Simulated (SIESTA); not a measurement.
Runs of SIESTA 5.4.2 on MnO2. The structure is tetragonal, space group P4_2/mnm (No. 136). The conventional cell has a = 4.400 Å, b = 4.400 Å, c = 2.867 Å, α = 90.00°, β = 90.00°, γ = 90.00°. Around Mn (site symmetry mmm) lie 6 O at 1.88 to 1.90 Å. Around O (site symmetry m2m) lie 3 Mn at 1.88 to 1.90 Å. The cell is a database's computed one.

```tsv
level	U	gap on the mesh (eV)	pressure (GPa)	moment (μB)	largest force (eV/Å)
PBEsol+U	Mn d U = 6 eV	none	(a)	6.03	0.25
PBEsol+U	Mn d U = 2 eV	none	2.9	(b)	0.02
PBEsol	-	none	(c)	5.94	0.01
PBEsol+U	Mn d U = 4 eV	none	8.0	6.05	(d)
```

Alike in all rows: task density of states; potentials or basis PseudoDojo 0.4 standard (PBEsol files), DZP (energy shift 0.003 Ry; two zetas on semicore shells); spin collinear, ferromagnetic start; cell as given; k mesh 4 × 4 × 7; smearing fermi-dirac 0.05 eV; grid cutoff 800 Ry; energy shift 0.003 Ry.

Problem. Fill in the values left out.

Solution. (a) 15.8; (b) 6.01; (c) -0.3; (d) 0.11.

Caveats: short orbitals over semicore shells can move pressures by several GPa; the basis of atomic orbitals isn't converged, which shifts pressures, moduli and gaps; only a ferromagnetic start was run, and an antiferromagnetic order may lie lower in energy; semilocal functionals often make such compounds metallic where correlation or magnetic order opens a gap, which also shifts bond lengths (some runs).

A gap of «none» marks a metal or a gap under the smearing width.
